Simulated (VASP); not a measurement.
A run of VASP 6.6.1 is set up as follows.

File INCAR:

```
SYSTEM = Sb2S3
  PREC = Accurate
  ENCUT = 600
  EDIFF = 1E-7
  ISMEAR = 0
  SIGMA = 0.03
  LREAL = .FALSE.
  LASPH = .TRUE.
  NELM = 80
  ALGO = Normal
  ISIF = 3
  LWAVE = .FALSE.
  LCHARG = .FALSE.
  GGA = PE
  IVDW = 12
  IBRION = 2
  NSW = 90
  EDIFFG = -0.005
  KPAR = 4
```

File KPOINTS:

```
Automatic mesh
0
G
  4 8 4
  0 0 0
```

POSCAR

```
Sb2S3                                   
1.0
   11.1487970228      0.0000000000      0.0000000000
    0.0000000000      3.8402691863      0.0000000000
    0.0000000000     -0.0000000000     10.9333037693
  Sb              S             
     8    12
Direct
     0.4788402252264538    0.2500000000000000    0.3260922800758371
     0.0211597747735462    0.7500000000000000    0.8260922800758371
     0.9788402252264538    0.2500000000000000    0.1739077199241628
     0.5211597747735462    0.7500000000000000    0.6739077199241629
     0.3452495027559469    0.7500000000000000    0.0340894249371648
     0.1547504972440531    0.2500000000000000    0.5340894249371649
     0.8452495027559467    0.7500000000000000    0.4659105750628350
     0.6547504972440533    0.2500000000000000    0.9659105750628351
     0.2884367713785786    0.2500000000000000    0.1936742635813293
     0.2115632286214214    0.7500000000000000    0.6936742635813291
     0.7884367713785787    0.2500000000000000    0.3063257364186707
     0.7115632286214213    0.7500000000000000    0.8063257364186709
     0.5506023526165070    0.7500000000000000    0.1267064553637317
     0.9493976473834930    0.2500000000000000    0.6267064553637317
     0.0506023526165071    0.7500000000000000    0.3732935446362681
     0.4493976473834929    0.2500000000000000    0.8732935446362683
     0.3751748258827151    0.7500000000000000    0.4416014514270912
     0.1248251741172851    0.2500000000000000    0.9416014514270913
     0.8751748258827148    0.7500000000000000    0.0583985485729088
     0.6248251741172852    0.2500000000000000    0.5583985485729087
```

Potentials or basis: VASP PAW PBE potentials, release 64 (Sb, S).

Command:

```console
$ cat potpaw_PBE.64/Sb/POTCAR potpaw_PBE.64/S/POTCAR > POTCAR
$ mpirun -np 4 vasp_std > vasp.out
```

What does it give for the dispersion energy per atom?

-0.382 eV.

Estimate the relaxed cell.

a = 11.151 Å, b = 3.840 Å, c = 10.934 Å, α = 90.00°, β = 90.00°, γ = 90.00°.

What does it give for the relaxed volume?

23.41 Å³/atom.

Estimate the space group after relaxing (to 0.05 Å).

Pnma (No. 62).

Final structure:
```yaml
crystal:
  lattice:
    - [11.15059, 0.00000, 0.00000]
    - [0.00000, 3.84030, 0.00000]
    - [0.00000, 0.00000, 10.93352]
  atoms:
    - { symbol: Sb, position: [0.47891, 0.25000, 0.32608] }
    - { symbol: Sb, position: [0.02109, 0.75000, 0.82608] }
    - { symbol: Sb, position: [0.97891, 0.25000, 0.17392] }
    - { symbol: Sb, position: [0.52109, 0.75000, 0.67392] }
    - { symbol: Sb, position: [0.34529, 0.75000, 0.03410] }
    - { symbol: Sb, position: [0.15471, 0.25000, 0.53410] }
    - { symbol: Sb, position: [0.84529, 0.75000, 0.46590] }
    - { symbol: Sb, position: [0.65471, 0.25000, 0.96590] }
    - { symbol: S, position: [0.28845, 0.25000, 0.19368] }
    - { symbol: S, position: [0.21155, 0.75000, 0.69368] }
    - { symbol: S, position: [0.78845, 0.25000, 0.30632] }
    - { symbol: S, position: [0.71155, 0.75000, 0.80632] }
    - { symbol: S, position: [0.55065, 0.75000, 0.12674] }
    - { symbol: S, position: [0.94935, 0.25000, 0.62674] }
    - { symbol: S, position: [0.05065, 0.75000, 0.37326] }
    - { symbol: S, position: [0.44935, 0.25000, 0.87326] }
    - { symbol: S, position: [0.37517, 0.75000, 0.44158] }
    - { symbol: S, position: [0.12483, 0.25000, 0.94158] }
    - { symbol: S, position: [0.87517, 0.75000, 0.05842] }
    - { symbol: S, position: [0.62483, 0.25000, 0.55842] }
```
